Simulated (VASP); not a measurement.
Input of a VASP 6.6.1 run:

POSCAR

```
AlN
1.0
    3.3007800000      0.0000000000      0.0000000000
   -1.6503900000      2.8585600000      0.0000000000
    0.0000000000      0.0000000000      4.1384300000
Al N
2 2
Direct
    0.3333300000      0.6666700000      0.7500000000
    0.6666700000      0.3333300000      0.2500000000
    0.3333300000      0.6666700000      0.2500000000
    0.6666700000      0.3333300000      0.7500000000
```

INCAR.step1

```
SYSTEM = AlN
PREC = Accurate ; ENCUT = 520
EDIFF = 1E-5 ; ISMEAR = 0
SIGMA = 0.02 ; LREAL = .FALSE.
LASPH = .TRUE. ; NELM = 80
ALGO = Normal ; ISIF = 2
LWAVE = .TRUE. ; LCHARG = .FALSE.
NBANDS = 16 ; GGA = PE
```

File INCAR.step2:

```
SYSTEM = AlN
PREC = Accurate ; ENCUT = 520
EDIFF = 1E-6 ; ISMEAR = 0
SIGMA = 0.02 ; LREAL = .FALSE.
LASPH = .TRUE. ; NELM = 80
ALGO = Normal ; ISIF = 2
LWAVE = .FALSE. ; LCHARG = .FALSE.
METAGGA = MBJ ; NBANDS = 16
ISTART = 1
```

File KPOINTS:

```
regular mesh
0
G
  9 9 6
  0 0 0
```

The input KPOINTS_OPT:

```
path GMKGALHA,LM,KH
15
line-mode
reciprocal
 0.0000000000  0.0000000000  0.0000000000  G
 0.5000000000  0.0000000000  0.0000000000  M

 0.5000000000  0.0000000000  0.0000000000  M
 0.3333333333  0.3333333333  0.0000000000  K

 0.3333333333  0.3333333333  0.0000000000  K
 0.0000000000  0.0000000000  0.0000000000  G

 0.0000000000  0.0000000000  0.0000000000  G
 0.0000000000  0.0000000000  0.5000000000  A

 0.0000000000  0.0000000000  0.5000000000  A
 0.5000000000  0.0000000000  0.5000000000  L

 0.5000000000  0.0000000000  0.5000000000  L
 0.3333333333  0.3333333333  0.5000000000  H

 0.3333333333  0.3333333333  0.5000000000  H
 0.0000000000  0.0000000000  0.5000000000  A

 0.5000000000  0.0000000000  0.5000000000  L
 0.5000000000  0.0000000000  0.0000000000  M

 0.3333333333  0.3333333333  0.0000000000  K
 0.3333333333  0.3333333333  0.5000000000  H
```

Potentials or basis: VASP PAW PBE potentials, release 64 (Al, N).

Command:

```bash
$ cat potpaw_PBE.64/Al/POTCAR potpaw_PBE.64/N/POTCAR > POTCAR
$ cp INCAR.step1 INCAR
$ mpirun -np 1 vasp_std > vasp.out
$ cp INCAR.step2 INCAR
$ mpirun -np 1 vasp_std > vasp.out
```

(1) What does it give for the band gap on the k mesh?

(2) Predict the band gap along the path.

Answers

(1) 4.62 eV, direct.

(2) 4.62 eV, direct.
